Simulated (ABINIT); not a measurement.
The system is Au.

```xyz
1
Lattice="0.0000 2.0807 2.0807 2.0807 0.0000 2.0807 2.0807 2.0807 0.0000" Properties=species:S:1:pos:R:3 pbc="T T T"
Au    0.0000    0.0000    0.0000
```

The cell isn't the ideal one: cell relaxed at zero pressure by an earlier run.

Base run:

| Property | Result |
| --- | --- |
| Program | ABINIT 10.8.3 (patched build) |
| Functional | PBE |
| Potentials or basis | PseudoDojo NC SR PBE v0.5 standard |
| Cutoff | 1034 eV |
| k mesh | 12 × 12 × 12, with 4 shifts |
| Occupations | gaussian, width 0.2 eV |
| Spin | no spin polarisation |

Its results: pressure -0.7 GPa.

Question: The run is repeated on the same cell with these changes: k mesh from 12 × 12 × 12, with 4 shifts to 8 × 8 × 8; occupations from gaussian, width 0.2 eV to fermi-dirac, width 0.05 eV. What comes out?

Answer: Pressure 0.0 GPa.
